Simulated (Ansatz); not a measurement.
The system is In.

```
CELL_PARAMETERS angstrom
-1.88253 1.88253 1.88253
1.88253 -1.88253 1.88253
1.88253 1.88253 -1.88253
ATOMIC_POSITIONS crystal
In 0.00000 0.00000 0.00000
```

This isn't the form of In at room conditions, which is tetragonal.

A run of Ansatz 0.2.0 on this cell left the log below. Logs are shortened: lines on timing, memory, paths and dates and some standing lists are left out, and cuts for length are marked.

```text
Warning: RAYON_NUM_THREADS=1 ignored (pool sized by the plan → 1); use --threads N
Engine: ansatz 0.2.0, aarch64-unknown-linux-gnu
Pseudopotentials: kind: paw
Pseudopotential: In, paw, valence charge 13, recommended cutoff 420 eV (normal), In.paw.azcp
Functional definition: PBEsol
  exchange = pbesol_x
  correlation = pbesol_c
Crystal: 1 atoms, lattice volume = 26.686 Å³
Basis set: ecut = 420 eV, 531 PW (Γ), exchange–correlation on 48×48×48 points (8 copies of the dense FFT grid, shifted against one another)
Bands: 11, of which v1, the nominal top of the filled ones, is band 7 counted from 1 (6 counted from 0)
Symmetry: 48 space group operations
Space group: Im-3m (ITA 229), of the structure as read, at distance tolerance 3.0e-5 Å
Magnetic group: BNS 229.140 (UNI 1642), of the structure as read, at distance tolerance 3.0e-5 Å
k-points: 47 of 1000
Non-local potential: In, projectors of the file, l = 0: 2, l = 1: 2, l = 2: 2, l = 3: 2
PAW form: soft (Blöchl's): semilocal exchange-correlation on the pseudo side does not see the compensation charge
PAW frozen core: In, regenerated for the run's functional, and the local potential with it (the file was generated under x = pbe(κ = 0.804, μ = 0.2195149727645171), c = pbe(β = 0.06672455060314922))
PAW one-centre angular grid: In, 590 points (default); XC on 64 Gauss nodes
Initial density: superposition of atomic densities (chi_scale 0.1, normalization cell)
Starting moments: Σ|m| = 0.58 μB on 1 of 1 site
Initial wavefunctions: pseudopotential atomic-orbital guess
Functional: x = pbesol(κ = 0.804, μ = 0.12345679012345678), c = pbesol(β = 0.046)
iter 1 solved again at ethr=6.76e-4 eV; its pass at ethr=3.10e-3 eV (dr2=8.79e-2 eV) is discarded
SCF iter   1: F=—  HF=-5525.392474 eV  |F-HF|=—  |Δ(HF+E_count)|=         —  Δρ=3.39e-2 (↑2.30e-2 ↓3.39e-2)  dr2=9.00e-2  dr2_m=1.91e-1  M=-0.062 μB ∫|m|=0.062 μB  β_m=0.30  ethr=6.76e-4  ⟨swp⟩=1.0  Hψ=7668  notcnv=0
preconditioner: auto → none  [insulator: Δε(μ)=0.161 eV  Ē_g=19.254 eV  σ=0.050 eV  W_gap=0.68  n_scr=12 (ndim 8)  ℏωp=25.9 eV  f_vac=0.000  D(μ)=0.65/eV (n_scr^D=0)  ε∞_Penn≈2.8]
SCF iter   2: F=—  HF=-5525.380161 eV  |F-HF|=—  |Δ(HF+E_count)|=   1.23e-2  Δρ=2.14e-2 (↑1.89e-2 ↓2.14e-2)  dr2=2.14e-2  dr2_m=9.53e-2  M=-0.062 μB ∫|m|=0.062 μB  β_m=0.30  ethr=6.76e-4  ⟨swp⟩=3.0  Hψ=2018  notcnv=0
SCF iter   3: F=—  HF=-5525.383858 eV  |F-HF|=—  |Δ(HF+E_count)|=   3.70e-3  Δρ=1.52e-2 (↑1.52e-2 ↓1.30e-2)  dr2=3.01e-3  dr2_m=4.75e-2  M=-0.061 μB ∫|m|=0.061 μB  β_m=0.30  ethr=1.65e-4  ⟨swp⟩=2.5  Hψ=2199  notcnv=0  defer=33
SCF iter   4: F=—  HF=-5525.388686 eV  |F-HF|=—  |Δ(HF+E_count)|=   4.83e-3  Δρ=9.91e-3 (↑9.91e-3 ↓9.80e-3)  dr2=6.15e-6  dr2_m=2.38e-2  M=-0.058 μB ∫|m|=0.058 μB  β_m=0.30  ethr=2.32e-5  ⟨swp⟩=1.8  Hψ=1360  notcnv=0  defer=33
[... 18 lines left out ...]
Spin contamination: 0.0000 ħ² per cell (⟨S²⟩ above its minimum at these occupations)
Per-site moments (μB) at R_I (Å): [(1.1105820345016327e-6, 1.3450096119119528)]
Free energy (F): -5525.394019 eV
Harris-Foulkes:  -5525.394019 eV  (|F-HF|=5.46e-12)
Internal energy: -5525.391962 eV  (E = F + TS)
E sigma→0 (E₀):  -5525.392991 eV
Entropy (-TS):   -0.002056 eV (-2.056 meV/atom)
Fermi energy:    9.750735 eV
--- Per-component energies (eV) ---
  E_band       = -28.136912
  E_kinetic    = 241.327511
  E_local      = -1087.721102  (includes V_loc(G=0)·N_el)
  E_nonlocal   = 367.312222
  E_hartree    = 424.751401
  E_xc         = -214.063271
  E_vxc        = -100.403942  (∫ρ·V_xc dr)
  E_paw        = -4081.125522  (= ΣΔE_a)
  E_vpaw       = -298.154399  (= ΣTr[D̂ρ^β])
  E_aug_tail   = 0.000026  (compensation charges beyond the density's cutoff)
  E_ewald      = -1176.109129
  E_core_change = 0.235902  (= ΣΔE_core)
  E_smearing   = -0.002056  (= −TS)
  E_closure    = -0.000000  (closes the sum)
  Σ components = -5525.394019   (vs F -5525.394019, Δ=0.00e0)
--- Forces (eV/Å), atoms counted from 1 ---
  atom   1  In    -0.00000000     0.00000000    -0.00000000
  max |Σ_I F_I| component: 1.27e-31 eV/Å
--- Stress (GPa, compression-positive) ---
       -1.313415      -0.000000      -0.000000
       -0.000000      -1.313415       0.000000
        0.000000       0.000000      -1.313415
  P = ⅓ Tr σ = -1.3134 GPa (-13.134 kbar)
--- Band table (eV; the first three rows and the last of 94) ---
  k-point 0 ↑: bands = ["-4.7655", "-4.7655", "-4.7655", "-4.4982", "-4.4982", "0.3922", "20.6900", "20.6900", "20.6900", "22.7403", "22.7403"]
  k-point 1 ↑: bands = ["-4.7758", "-4.7562", "-4.7260", "-4.5090", "-4.4987", "0.6207", "18.6204", "19.7183", "20.1647", "21.6970", "22.0164"]
  k-point 2 ↑: bands = ["-4.8027", "-4.7431", "-4.6207", "-4.5300", "-4.4995", "1.3143", "15.1626", "18.1397", "19.0104", "20.8642", "21.0711"]
  k-point 46 ↓: bands = ["-4.8678", "-4.8678", "-4.3731", "-4.3731", "-4.3731", "10.6818", "11.0638", "11.0638", "11.0638", "15.0601", "15.0601"]
--- intrinsic populations: 1 site ---
  site symbol       q [e]    m [muB]
     0     In     13.0000     0.0000
  spilling = -0.000000 (of n_electrons = 13.000000)
--- Bader charges: 1 site ---
  site symbol  charge [e]  shift [e]    m [muB]
     0     In      0.0000     0.0000     0.0000
  estimated error of the sums over rays = 3.1e-7 e
```

Question: Write the input and the command behind it.

Answer: Atomic charges with PBEsol, collinear spin, random start. The files as run (others can give the same):

input.yaml
```yaml
crystal:
  lattice:
    - [-1.88252524, 1.88252524, 1.88252524]
    - [1.88252524, -1.88252524, 1.88252524]
    - [1.88252524, 1.88252524, -1.88252524]
  atoms:
    - { symbol: In, position: [0.0, 0.0, 0.0], spin: -0.58 }
hamiltonian:
  xc: pbesol
  pseudopotentials: { kind: paw }
magnetization:
  spin_polarized: true
kpoints:
  mp_grid: { grid: [10, 10, 10] }
scf:
  occupations: { method: gaussian, width: 0.05 }
output:
  forces: true
  stress: true
  eigenvalues: true
  bader: true
  populations: intrinsic
  write_density: true
  write_potential: true
  elf: true
  volumetric_format: npy
```

Potentials or basis: Ansatz PAW.
The run is started by
```sh
$ ansatz run input.yaml --threads 1 --pin off --max-ram 2560MiB --backend cpu --events-out ev --progress --plain --runs-dir out
```

Caveat: the PAW data sets come from PBE, with cores solved anew for the run's functional, which leaves a small shift of forces and pressure; the starting moments weren't kept.
